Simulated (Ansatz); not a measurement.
# C, C2 sheet, C4 slab and more: relaxing cell and atoms, single point and relaxing the atoms, part 2 of 2

The task, for C, C2 sheet, C4 slab and more: 6 runs in a chain (relaxing cell and atoms, single point and relaxing the atoms).

Ansatz 0.2.0; DFT PBE+D3(BJ), scalar-relativistic, plane waves, PAW. The steps go on from the part before.

### 3 Single point: C2 sheet

The input, input.yaml:

```yaml
crystal:
  lattice:
    - [2.46, 0.0, 0.0]
    - [-1.23, 2.1304224933, 0.0]
    - [0.0, 0.0, 18.0]
  atoms:
    - { symbol: C, position: [0.0, 0.0, 0.5] }
    - { symbol: C, position: [0.3333333333, 0.6666666667, 0.5] }
scf:
  occupations: { method: gaussian, width: 0.05 }
output:
  forces: true
hamiltonian:
  xc: pbe
  dispersion: d3bj
kpoints:
  mp_grid: { grid: [12, 12, 1] }
```

Run with:

```console
$ ansatz run input.yaml --threads 8 --pin off --max-ram 15360MiB --backend cpu --events-out ev --progress --plain --runs-dir out
```

Log (excerpt; [...] marks lines left out):

```text
[...]
SCF converged after 6 iterations
Free energy (F): -502.055280 eV
[...]
E sigma→0 (E₀):  -502.054888 eV
Entropy (-TS):   -0.000784 eV (-0.392 meV/atom)
Fermi energy:    -2.119364 eV
[...]
--- Forces (eV/Å), atoms counted from 1 ---
  atom   1  C     -0.00000000    -0.00000000    -0.00000000
  atom   2  C     -0.00000000     0.00000000     0.00000000
[...]
```

It took 0.62 s on 8 threads of Intel Xeon Platinum 8259CL at 2.50GHz (Skylake/Cascade Lake), shared host; peak memory 0.36 GiB.

### 4 Relaxing the atoms: C4 slab

The input, input.yaml:

```yaml
crystal:
  lattice:
    - [2.46, 0.0, 0.0]
    - [-1.23, 2.1304224933, 0.0]
    - [0.0, 0.0, 21.35]
  atoms:
    - { symbol: C, position: [0.0, 0.0, 0.5784543326] }
    - { symbol: C, position: [0.3333333333, 0.6666666667, 0.5784543326] }
    - { symbol: C, position: [0.0, 0.0, 0.4215456674] }
    - { symbol: C, position: [0.6666666667, 0.3333333333, 0.4215456674] }
scf:
  occupations: { method: gaussian, width: 0.05 }
output:
  forces: true
hamiltonian:
  xc: pbe
  dispersion: d3bj
kpoints:
  mp_grid: { grid: [12, 12, 1] }
relax:
  f_tol: 0.003
  max_steps: 40
```

Run with:

```console
$ ansatz run input.yaml --threads 8 --pin off --max-ram 15360MiB --backend cpu --events-out ev --progress --plain --runs-dir out
```

Log (excerpt; [...] marks lines left out):

```text
Warning: RAYON_NUM_THREADS=8 ignored (pool sized by the plan → 8); use --threads N
[...]
Pseudopotentials: kind: paw
Pseudopotential: C, paw, valence charge 4, recommended cutoff 420 eV (normal), C.paw.azcp
Functional definition: PBE
[...]
Crystal: 4 atoms, lattice volume = 111.892 Å³
Basis set: ecut = 420 eV, 2117 PW (Γ), exchange–correlation on 36×36×288 points (8 copies of the dense FFT grid, shifted against one another)
Bands: 12, of which v1, the nominal top of the filled ones, is band 8 counted from 1 (7 counted from 0)
Symmetry: 12 space group operations
Space group: P-3m1 (ITA 164), of the structure as read, at distance tolerance 4.8e-5 Å
k-points: 19 of 144
[...]
SCF iter   1: F=—  HF=-1004.213163 eV  |F-HF|=—  |Δ(HF+E_count)|=         —  Δρ=1.86e-3  dr2=5.34e-3  ethr=1.77e-3  ⟨swp⟩=6.5  Hψ=1582  notcnv=0
[...]
SCF converged after 2 iterations
Free energy (F): -1004.213817 eV
[...]
E sigma→0 (E₀):  -1004.213425 eV
Entropy (-TS):   -0.000784 eV (-0.196 meV/atom)
Fermi energy:    -0.704610 eV
[...]
--- Forces (eV/Å), atoms counted from 1 ---
  atom   1  C      0.00000000    -0.00000000     0.00092930
  atom   2  C     -0.00000000     0.00000000    -0.00248091
  atom   3  C      0.00000000     0.00000000    -0.00092930
  atom   4  C     -0.00000000    -0.00000000     0.00248091
[...]
--- Relaxed structure (4 steps of the walk, 3 accepted, 0 SCFs on fresh bases) ---
  F+E_penalty+E_count = -1004.21381711 eV   max|allowed force component| = 2.481e-3 eV/Å
  atoms:
    - { symbol: C, position: [5.346066384377521e-19, -3.013377159444087e-35, 0.57928658030124] }
    - { symbol: C, position: [0.3333333333333333, 0.6666666666666667, 0.5793256306420426] }
    - { symbol: C, position: [-5.346066384377521e-19, 6.026754318888174e-35, 0.4207134196987599] }
    - { symbol: C, position: [0.6666666666666667, 0.3333333333333333, 0.42067436935795743] }
```

It took 2.1 s on 8 threads of Intel Xeon Platinum 8259CL at 2.50GHz (Skylake/Cascade Lake), shared host; peak memory 0.43 GiB.

The steps of the relaxation:

```csv
step,energy from step 1 (eV/cell),largest force component (eV/Å)
1,0.0000,0.0184
2,0.0006,0.0159
3,-0.0002,0.0025
4,-0.0002,0.0025
```

Step 1 is the start. Step 2 was tried and not accepted.

### 5 Relaxing the atoms

The input, input.yaml:

```yaml
crystal:
  lattice:
    - [2.46, 0.0, 0.0]
    - [-1.23, 2.1304224933, 0.0]
    - [0.0, 0.0, 24.7]
  atoms:
    - { symbol: C, position: [0.0, 0.0, 0.6356275304] }
    - { symbol: C, position: [0.3333333333, 0.6666666667, 0.6356275304] }
    - { symbol: C, position: [0.0, 0.0, 0.5] }
    - { symbol: C, position: [0.6666666667, 0.3333333333, 0.5] }
    - { symbol: C, position: [0.0, 0.0, 0.3643724696] }
    - { symbol: C, position: [0.3333333333, 0.6666666667, 0.3643724696] }
scf:
  occupations: { method: gaussian, width: 0.05 }
output:
  forces: true
hamiltonian:
  xc: pbe
  dispersion: d3bj
kpoints:
  mp_grid: { grid: [12, 12, 1] }
relax:
  f_tol: 0.003
  max_steps: 40
```

Run with:

```console
$ ansatz run input.yaml --threads 8 --pin off --max-ram 15360MiB --backend cpu --events-out ev --progress --plain --runs-dir out
```

Log (excerpt; [...] marks lines left out):

```text
Warning: RAYON_NUM_THREADS=8 ignored (pool sized by the plan → 8); use --threads N
[...]
Pseudopotentials: kind: paw
Pseudopotential: C, paw, valence charge 4, recommended cutoff 420 eV (normal), C.paw.azcp
Functional definition: PBE
[...]
Crystal: 6 atoms, lattice volume = 129.449 Å³
Basis set: ecut = 420 eV, 2453 PW (Γ), exchange–correlation on 36×36×360 points (8 copies of the dense FFT grid, shifted against one another)
Bands: 18, of which v1, the nominal top of the filled ones, is band 12 counted from 1 (11 counted from 0)
Symmetry: 12 space group operations
Space group: P-6m2 (ITA 187), of the structure as read, at distance tolerance 5.1e-5 Å
k-points: 19 of 144 (time reversal used)
[...]
SCF iter   1: F=—  HF=-1506.374531 eV  |F-HF|=—  |Δ(HF+E_count)|=         —  Δρ=2.13e-3  dr2=8.69e-3  ethr=1.77e-3  ⟨swp⟩=7.5  Hψ=2107  notcnv=0
[...]
  atom   1  C      0.00000000     0.00000000     0.00020260
  atom   2  C      0.00000000    -0.00000000    -0.00057469
  atom   3  C     -0.00000000    -0.00000000     0.00000000
  atom   4  C      0.00000000     0.00000000     0.00000000
  atom   5  C     -0.00000000     0.00000000    -0.00020260
  atom   6  C      0.00000000    -0.00000000     0.00057469
[...]
--- Relaxed structure (3 steps of the walk, 3 accepted, 0 SCFs on fresh bases) ---
  F+E_penalty+E_count = -1506.37610210 eV   max|allowed force component| = 5.747e-4 eV/Å
  atoms:
    - { symbol: C, position: [-1.2335811384544458e-17, -1.8503717079240046e-17, 0.6368897883554887] }
    - { symbol: C, position: [0.33333333333333326, 0.6666666666666665, 0.63691360947679] }
    - { symbol: C, position: [-1.2335811384544433e-17, -1.8503717079240083e-17, 0.4999999999999999] }
    - { symbol: C, position: [0.6666666666666667, 0.33333333333333326, 0.4999999999999999] }
    - { symbol: C, position: [-1.2335811384544441e-17, -1.8503717079240046e-17, 0.36311021164451107] }
    - { symbol: C, position: [0.33333333333333326, 0.6666666666666665, 0.36308639052320985] }
```

It took 3.2 s on 8 threads of Intel Xeon Platinum 8259CL at 2.50GHz (Skylake/Cascade Lake), shared host; peak memory 0.45 GiB.

The steps of the relaxation:

```
step  E - E(step 1) (eV/cell)  largest force component (eV/Å)
   1                   0.0000                          0.0152
   2                  -0.0002                          0.0067
   3                  -0.0003                          0.0006
```

Step 1 is the start.

### 6 Relaxing the atoms

The input, input.yaml:

```yaml
crystal:
  lattice:
    - [2.46, 0.0, 0.0]
    - [-1.23, 2.1304224933, 0.0]
    - [0.0, 0.0, 28.05]
  atoms:
    - { symbol: C, position: [0.0, 0.0, 0.679144385] }
    - { symbol: C, position: [0.3333333333, 0.6666666667, 0.679144385] }
    - { symbol: C, position: [0.0, 0.0, 0.559714795] }
    - { symbol: C, position: [0.6666666667, 0.3333333333, 0.559714795] }
    - { symbol: C, position: [0.0, 0.0, 0.440285205] }
    - { symbol: C, position: [0.3333333333, 0.6666666667, 0.440285205] }
    - { symbol: C, position: [0.0, 0.0, 0.320855615] }
    - { symbol: C, position: [0.6666666667, 0.3333333333, 0.320855615] }
scf:
  occupations: { method: gaussian, width: 0.05 }
output:
  forces: true
hamiltonian:
  xc: pbe
  dispersion: d3bj
kpoints:
  mp_grid: { grid: [12, 12, 1] }
relax:
  f_tol: 0.003
  max_steps: 40
```

Run with:

```console
$ ansatz run input.yaml --threads 8 --pin off --max-ram 15360MiB --backend cpu --events-out ev --progress --plain --runs-dir out
```

Log (excerpt; [...] marks lines left out):

```text
Warning: RAYON_NUM_THREADS=8 ignored (pool sized by the plan → 8); use --threads N
[...]
Pseudopotentials: kind: paw
Pseudopotential: C, paw, valence charge 4, recommended cutoff 420 eV (normal), C.paw.azcp
Functional definition: PBE
[...]
Crystal: 8 atoms, lattice volume = 147.006 Å³
Basis set: ecut = 420 eV, 2763 PW (Γ), exchange–correlation on 36×36×384 points (8 copies of the dense FFT grid, shifted against one another)
Bands: 24, of which v1, the nominal top of the filled ones, is band 16 counted from 1 (15 counted from 0)
Symmetry: 12 space group operations
Space group: P-3m1 (ITA 164), of the structure as read, at distance tolerance 5.3e-5 Å
k-points: 19 of 144
[...]
SCF iter   1: F=—  HF=-2008.540968 eV  |F-HF|=—  |Δ(HF+E_count)|=         —  Δρ=2.16e-3  dr2=1.05e-2  ethr=1.77e-3  ⟨swp⟩=8.8  Hψ=2742  notcnv=0
[...]
  atom   6  C      0.00000000     0.00000000     0.00074252
  atom   7  C      0.00000000     0.00000000     0.00275706
  atom   8  C     -0.00000000    -0.00000000    -0.00275416
[...]
--- Relaxed structure (4 steps of the walk, 3 accepted, 0 SCFs on fresh bases) ---
  F+E_penalty+E_count = -2008.54262699 eV   max|allowed force component| = 2.757e-3 eV/Å
  atoms:
    - { symbol: C, position: [9.40859168824431e-19, 9.643689735560758e-34, 0.6802592130625886] }
    - { symbol: C, position: [0.3333333333333333, 0.6666666666666667, 0.6802783746836896] }
    - { symbol: C, position: [3.7580593990963326e-19, 5.3035143731102695e-33, 0.5601600890692732] }
    - { symbol: C, position: [0.6666666666666667, 0.3333333333333333, 0.560151664846911] }
    - { symbol: C, position: [-3.7580593990964044e-19, -9.160695992221345e-33, 0.4398399109307267] }
    - { symbol: C, position: [0.3333333333333333, 0.6666666666666667, 0.4398483351530888] }
    - { symbol: C, position: [-9.408591688244314e-19, -1.4463327539991936e-33, 0.3197407869374111] }
    - { symbol: C, position: [0.6666666666666667, 0.3333333333333333, 0.31972162531631015] }
```

Run time: 4.6 s. Hardware: 8 threads of Intel Xeon Platinum 8259CL at 2.50GHz (Skylake/Cascade Lake), shared host; peak memory 0.57 GiB.

Step by step:

| step | E - E(step 1) (eV/cell) | largest force component (eV/Å) |
| --- | --- | --- |
| 1 | 0.0000 | 0.0154 |
| 2 | -0.0002 | 0.0040 |
| 3 | -0.0002 | 0.0050 |
| 4 | -0.0002 | 0.0028 |

Step 1 is the start. Step 3 was tried and not accepted.

### 7 Relaxing the atoms

The input, input.yaml:

```yaml
crystal:
  lattice:
    - [2.46, 0.0, 0.0]
    - [-1.23, 2.1304224933, 0.0]
    - [0.0, 0.0, 34.75]
  atoms:
    - { symbol: C, position: [0.0, 0.0, 0.7410071942] }
    - { symbol: C, position: [0.3333333333, 0.6666666667, 0.7410071942] }
    - { symbol: C, position: [0.0, 0.0, 0.6446043165] }
    - { symbol: C, position: [0.6666666667, 0.3333333333, 0.6446043165] }
    - { symbol: C, position: [0.0, 0.0, 0.5482014388] }
    - { symbol: C, position: [0.3333333333, 0.6666666667, 0.5482014388] }
    - { symbol: C, position: [0.0, 0.0, 0.4517985612] }
    - { symbol: C, position: [0.6666666667, 0.3333333333, 0.4517985612] }
    - { symbol: C, position: [0.0, 0.0, 0.3553956835] }
    - { symbol: C, position: [0.3333333333, 0.6666666667, 0.3553956835] }
    - { symbol: C, position: [0.0, 0.0, 0.2589928058] }
    - { symbol: C, position: [0.6666666667, 0.3333333333, 0.2589928058] }
scf:
  occupations: { method: gaussian, width: 0.05 }
output:
  forces: true
hamiltonian:
  xc: pbe
  dispersion: d3bj
kpoints:
  mp_grid: { grid: [12, 12, 1] }
relax:
  f_tol: 0.003
  max_steps: 40
```

Run with:

```console
$ ansatz run input.yaml --threads 8 --pin off --max-ram 15360MiB --backend cpu --events-out ev --progress --plain --runs-dir out
```

Log (excerpt; [...] marks lines left out):

```text
[...]
relax step   6: F+E_penalty+E_count = -3012.87459785 eV  Δ(F+E_penalty+E_count) = -3.451e-5 eV  max|allowed force component| = 4.931e-4 eV/Å  Δτ_max = 0.0154 Å  (7 SCF iters, accepted)
SCF converged after 7 iterations
Free energy (F): -3012.874598 eV
[...]
E sigma→0 (E₀):  -3012.873463 eV
Entropy (-TS):   -0.002269 eV (-0.189 meV/atom)
Fermi energy:    2.280303 eV
[...]
--- Forces (eV/Å), atoms counted from 1 ---
  atom   1  C      0.00000000     0.00000000     0.00024000
  atom   2  C      0.00000000    -0.00000000    -0.00027589
  atom   3  C      0.00000000    -0.00000000    -0.00022319
  atom   4  C      0.00000000     0.00000000     0.00042849
  atom   5  C      0.00000000     0.00000000     0.00049310
  atom   6  C      0.00000000    -0.00000000    -0.00029328
  atom   7  C      0.00000000    -0.00000000    -0.00049310
[...]
    - { symbol: C, position: [0.3333333333333332, 0.6666666666666665, 0.7422432995366093] }
    - { symbol: C, position: [4.379048061455756e-33, 4.078103755780996e-33, 0.6452581086878887] }
    - { symbol: C, position: [0.6666666666666667, 0.3333333333333332, 0.6452504718029625] }
    - { symbol: C, position: [5.411401571047447e-33, 1.6372682566312867e-32, 0.5482515336600883] }
    - { symbol: C, position: [0.3333333333333332, 0.6666666666666665, 0.5482587113565468] }
    - { symbol: C, position: [-9.198146550029583e-33, -1.47253697191501e-32, 0.45174846633991156] }
    - { symbol: C, position: [0.6666666666666667, 0.3333333333333332, 0.45174128864345303] }
    - { symbol: C, position: [-1.6477062574324155e-33, -7.975404881995347e-33, 0.3547418913121113] }
    - { symbol: C, position: [0.3333333333333332, 0.6666666666666665, 0.3547495281970374] }
    - { symbol: C, position: [-2.9349597389998963e-33, -1.47253697191501e-32, 0.2577769275099032] }
    - { symbol: C, position: [0.6666666666666667, 0.3333333333333332, 0.25775670046339055] }
```

Wall time 11 s (8 threads of Intel Xeon Platinum 8259CL at 2.50GHz (Skylake/Cascade Lake), shared host); peak memory 0.73 GiB.

Over 6 steps the energy fell by 0.000 eV, and no atom moved more than 0.04 Å.

### 8 The runs side by side

This closing draws on all 2 parts.

```
step    system   k mesh  energy (eV)  gap on the mesh (eV)    time
   2         C  12×12×4    -1004.333                  0.00   3.9 s
   3  C2 sheet  12×12×1     -502.055                   n/a  0.62 s
   4   C4 slab  12×12×1    -1004.213                   n/a   2.1 s
   5   C6 slab  12×12×1    -1506.375                   n/a   3.2 s
   6   C8 slab  12×12×1    -2008.542                   n/a   4.6 s
   7  C12 slab  12×12×1    -3012.873                   n/a    11 s
```

Totals of different systems or levels have different zeros; only balanced differences at one level mean anything.

```
            quantity                                                                       value
relaxed cell, step 2  a = 2.465 Å, b = 2.465 Å, c = 6.721 Å, α = 90.00°, β = 90.00°, γ = 120.00°
```

A measured lattice constant a of C is 2.463 Å (“The phonon dispersion of graphite by inelastic x-ray scattering”, 2007, arxiv:0705.2418); the calculated 2.465 Å misses it by +0.1 %. 2 values of this kind are on record in papers (2.463 to 2.464 Å); this one was drawn at random among those near their median. Against the measured lattice constant c of C, 6.711 Å (quoted in “The phonon dispersion of graphite by inelastic x-ray scattering”, 2007, arxiv:0705.2418), the calculated 6.721 Å is off by +0.1 %. 2 values of this kind are on record in papers (6.711 to 6.712 Å); this one was drawn at random among those near their median. That is the cell relaxed with PBE+D3(BJ), without thermal expansion or zero-point motion.
